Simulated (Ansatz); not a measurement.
## Zr under changes of volume

One of the cells (23.281 Å³/atom); the others are scaled copies at fixed shape and fractional positions:

```
CELL_PARAMETERS angstrom
3.23200 0.00000 0.00000
-1.61600 2.79899 0.00000
0.00000 0.00000 5.14700
ATOMIC_POSITIONS crystal
Zr 0.66667 0.33333 0.75000
Zr 0.33333 0.66667 0.25000
```

```yaml
Program: Ansatz 0.2.0
Functional: RPBE
Dispersion: D4
Potentials_or_basis: Ansatz PAW
Cutoff: "420 eV (not typed: the program's choice for these potentials)"
k_mesh: 9 × 9 × 5
Occupations: fermi-dirac, width 0.05 eV
Spin: no spin polarisation
```

| volume (Å³/atom) | energy over the lowest point (meV/atom) | pressure (GPa) |
| --- | --- | --- |
| 21.884 | 30.65 | 6.8 |
| 22.350 | ? | ? |
| 22.815 | 4.14 | 2.4 |
| 23.281 | 0.00 | 0.4 |
| 23.746 | 1.32 | -1.4 |
| 24.212 | 7.69 | -3.0 |
| 24.678 | 18.71 | -4.6 |

Task: What does the run at 22.350 Å³/atom give?

Result: Energy over the lowest point 14.19 meV/atom; pressure 4.5 GPa.

Worked out: A Birch-Murnaghan fit of order 3 (a polynomial in V^(-2/3)) to the other rows has its minimum at 23.40 Å³/atom with B0 = V·E''(V) = 92 GPa and B' = 3.0 at fixed shape and positions, which overstates the stiffness. It gives 14.18 meV/atom at 22.350 Å³/atom, against the run's 14.19, and -dE/dV = 4.5 GPa, against 4.5.

Energies are extrapolated to zero smearing.

Caveats: pairwise dispersion overbinds metals, which lowers pressure and volume; the PAW data sets come from PBE, with cores solved anew for the run's functional, which leaves a small shift of forces and pressure.
